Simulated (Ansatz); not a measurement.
Working through a frozen displacement of one atom of TiO2, space group C2/c

Computed with the Ansatz DFT code, driven from Python.

Interactive session:
```pycon
>>> import ansatz as az
>>> import numpy as np
>>> lattice = az.Lattice.of(
...     [2.706034, -2.706655, 0.0],
...     [2.706034, 2.706655, 0.0],
...     [-2.633531, 0.0, 4.796637],
... )
>>> sites = [
...     ("Ti", [0.13411, 0.86589, 0.25]),
...     ("Ti", [0.86589, 0.13411, 0.75]),
...     ("O", [0.331221, 0.088755, 0.667149]),
...     ("O", [0.668779, 0.911245, 0.332851]),
...     ("O", [0.911245, 0.668779, 0.832851]),
...     ("O", [0.088755, 0.331221, 0.167149]),
... ]
>>> system = az.Crystal(lattice=lattice)
>>> for symbol, position in sites:
...     system = system.atom(symbol, position)
...
>>> inverse = np.linalg.inv(np.array(system.lattice.vectors))
>>> home = np.array(system.sites[0].position)
>>> values = np.linspace(-0.2, 0.2, 5)
>>> energies, pulls = [], []
>>> for shift in values:
...     moved = system.move(0, to=home + shift * inverse[0])
...     job = moved.calculation().functional("PBEsol").kpoints(6, 6, 4).occupations("fixed").forces()
...     data = job.run(threads=1, pin="off").report
...     energies.append(data["free_energy_ev"])
...     pulls.append(data["forces_ev_ang"][0][0])
...
DeckWarning: basis.ecutwfc = 420 eV, auto-derived from the records' recommended cutoffs: set by Ti (normal level)
>>> # the force is minus the slope of the free energy
>>> print("shift (A)   dE (eV)   force along x (eV/A)")
shift (A)   dE (eV)   force along x (eV/A)
>>> for shift, e, f in zip(values, energies, pulls):
...     print(f"{shift:8.3f} {e - energies[2]:10.5f} {f:12.4f}")
...
  -0.200    0.07805       1.1292
  -0.100    0.01238       0.2998
   0.000    0.00000       0.0000
   0.100    0.01238      -0.2998
   0.200    0.07805      -1.1293
>>> print(f"stiffness from energies {2 * np.polyfit(values, energies, 2)[0]:.3f}, from forces {-np.polyfit(values, pulls, 1)[0]:.3f} eV/A^2")
stiffness from energies 4.106, from forces 5.117 eV/A^2
```

Reading the output:
- No spin polarisation was allowed.
- This cell is a computed structure, which may not be the phase found in nature.
- Warnings are shown shortened and without file and line.
- All periodic images of the atom move with it, so the curvature is one diagonal element of the zone-centre force constants and no normal mode; a positive value doesn't exclude soft modes in which several atoms move.
- Finished in 54 s on 1 thread of Arm Neoverse V2, on a shared host, peak memory 0.45 GiB.
